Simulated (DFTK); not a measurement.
Runs of DFTK 0.8.2 on SiC (Moissanite). It takes space group P6_3mc (No. 186, hexagonal). The conventional cell has a = 3.076 Å, b = 3.076 Å, c = 5.048 Å, α = 90.00°, β = 90.00°, γ = 120.00°. Si (site symmetry 3m) is surrounded by 4 C at 1.87 to 1.94 Å. C (site symmetry 3m) is surrounded by 4 Si at 1.87 to 1.94 Å. 

```tsv
task	level	potentials or basis	k mesh	cutoff (eV)	SCF solver	mesh quality	gap on the mesh (eV)	pressure (GPa)	V0 of scaled cells (Å³/atom)	B0 (GPa)	largest force (eV/Å)
equation of state	BLYP	dojo.nc.sr.pbe.v0_4_1.standard.upf (PBE)	6 × 6 × 3	1116	-	coarse	-	-	10.85	194	-
band structure	r2SCAN	cp2k.nc.sr.pbe.v0_1.semicore.gth (PBE, GTH)	6 × 6 × 3	1524	-	not flagged	(a)	-	-	-	0.76
band structure	TASK	SG15 1.2 (PBE)	7 × 7 × 4	1225	ScfAndersonSolver	not flagged	3.50	(b)	-	-	0.77
single point	PBE	dojo.nc.sr.pbe.v0_4_1.standard.upf (PBE)	10 × 10 × 5	1116	-	not flagged	2.49	3.7	-	-	0.76
equation of state	PBEsol	dojo.nc.sr.pbesol.v0_4_1.standard.upf (PBEsol)	6 × 6 × 3	1116	-	coarse	-	-	10.36	(c)	-
```

Alike in all rows: no spin polarisation; cell as given; smearing fermi-dirac 0.05 eV.

Question: Fill in the values left out.

Answer: (a) 2.70; (b) 3.1; (c) 221.

Caveats: some runs use coarse meshes; the potentials were made for another functional, which shifts forces and pressure (some runs); the cell was scaled at fixed shape and fractional positions, which overstates the stiffness of a crystal with free parameters, most of all of layers and chains (some runs); the program warned that the kinetic-energy density falls under its von Weizsäcker bound, which can give unphysical results (some runs); the real-space grid adds noise to forces (some runs); the mesh misses the band edges, which the band path finds closer together (some runs); an odd mesh through Γ misses points on the zone boundary, where band edges often lie (some runs).
